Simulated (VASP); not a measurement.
SiO2:

```
Si O
1.0
     5.03038    0.00000    0.00000
     0.00000    5.03038    0.00000
     0.00000    0.00000    7.00777
Si O
4 8
Cartesian
  1.5015 1.5015 0.0000
  1.0137 4.0167 1.7519
  3.5289 3.5289 3.5039
  4.0167 1.0137 5.2558
  1.2053 0.5144 1.2500
  2.0008 3.7205 3.0020
  3.8251 4.5160 4.7539
  3.0295 1.3099 6.5059
  3.7205 2.0008 4.0058
  4.5160 3.8251 2.2538
  1.3099 3.0295 0.5019
  0.5144 1.2053 5.7577
```

Base run:

- Program: VASP 6.6.1
- Functional: PBEsol
- Potentials or basis: VASP PAW PBE potentials, release 64 (Si, O)
- Cutoff: 520 eV
- k mesh: 4 × 4 × 4
- Occupations: gaussian, width 0.5 eV
- Spin: no spin polarisation

Its results: band gap on the k mesh 5.56 eV, direct; pressure 0.2 GPa; largest force 0.006 eV/Å.

Problem. The run is repeated on the same cell with these changes: potentials or basis from VASP PAW PBE potentials, release 64 (Si, O) to VASP PAW PBE potentials, release 64 (Si, O_h); cutoff from 520 eV to 900 eV; occupations from gaussian, width 0.5 eV to gaussian, width 0.02 eV. What comes out?

Solution. Band gap on the k mesh 5.57 eV, direct; pressure -0.3 GPa; largest force 0.021 eV/Å.

Caveats: the PAW data sets were made with another functional, which shifts forces and pressure a little; the cutoff is under 1.25 times the usual one of these potentials, so pressure, stress and relaxed cells hold a basis-set (Pulay) error (some runs).

A k mesh can miss the band edges.

Not every run made on this cell is shown here.
